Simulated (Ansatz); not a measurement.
Crystal: HgTe (Coloradoite).

```
CELL_PARAMETERS angstrom
0.00000 3.21450 3.21450
3.21450 0.00000 3.21450
3.21450 3.21450 0.00000
ATOMIC_POSITIONS crystal
Hg 0.00000 0.00000 0.00000
Te 0.75000 0.75000 0.75000
```

```yaml
Program: Ansatz 0.2.0
Task: relaxation of cell and atoms
Functional: BLYP
Dispersion: D4
Potentials_or_basis: Ansatz PAW
Cutoff: "420 eV (not typed: the program's choice for these potentials)"
k_mesh: 7 × 7 × 7
Occupations: fermi-dirac, width 0.05 eV
Spin: no spin polarisation
```

At the start: volume 33.22 Å³/atom.

Task: How do energy, volume and symmetry change on relaxing?

Result: It ends after 5 steps and the volume is 36.05 Å³/atom (+8.5 %); space group F-43m (No. 216, to 0.05 Å).

The path:
```csv
step,energy change (eV),largest force (eV/Å),volume (Å³)
1,0.0000,0.0000,66.43
2,-0.0412,0.0000,75.41
3,-0.0574,0.0000,72.60
4,-0.0580,0.0000,72.09
5,-0.0591,0.0000,72.09
```

Final structure:
```yaml
crystal:
  lattice:
    - [0.00000, 3.30337, 3.30337]
    - [3.30337, 0.00000, 3.30337]
    - [3.30337, 3.30337, 0.00000]
  atoms:
    - { symbol: Hg, position: [0.00000, 0.00000, 0.00000] }
    - { symbol: Te, position: [0.75000, 0.75000, 0.75000] }
```

Caveat: the plane-wave basis is chosen anew once the cell has moved, so the energies of steps on either side of that aren't comparable; pairwise dispersion overbinds metals, which lowers pressure and volume; the PAW data sets come from PBE, with cores solved anew for the run's functional, which leaves a small shift of forces and pressure.
